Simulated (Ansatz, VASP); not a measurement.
## C in VASP and in Ansatz

```
CELL_PARAMETERS angstrom
2.48363 0.00000 0.00000
-1.24182 2.15089 0.00000
0.00000 0.00000 4.19792
ATOMIC_POSITIONS crystal
C 0.33333 0.66667 0.99960
C 0.66667 0.33333 0.49960
C 0.33333 0.66667 0.37440
C 0.66667 0.33333 0.87440
```

Change from the starting cell: strained cell.

Alike in both runs: task relaxation of the atoms; functional LDA; k mesh 9 × 9 × 6; occupations gaussian, width 0.02 eV; no spin polarisation.

```csv
,VASP,Ansatz
version,VASP 6.6.1,Ansatz 0.2.0
potentials or method,"VASP PAW LDA potentials, release 64 (C)","scalar-relativistic, plane waves, PAW"
plane-wave cutoff (eV),520,420
valence electrons in the cell,16,16
```

```csv
,VASP,Ansatz,Ansatz less VASP
"gap on the k mesh at the Fermi level, each at its own relaxed structure (eV)",3.05,3.08,+0.028
```

Ansatz warned: «pseudo_functional_mismatch».

Caveats: an odd mesh through Γ misses points on the zone boundary, where band edges often lie.
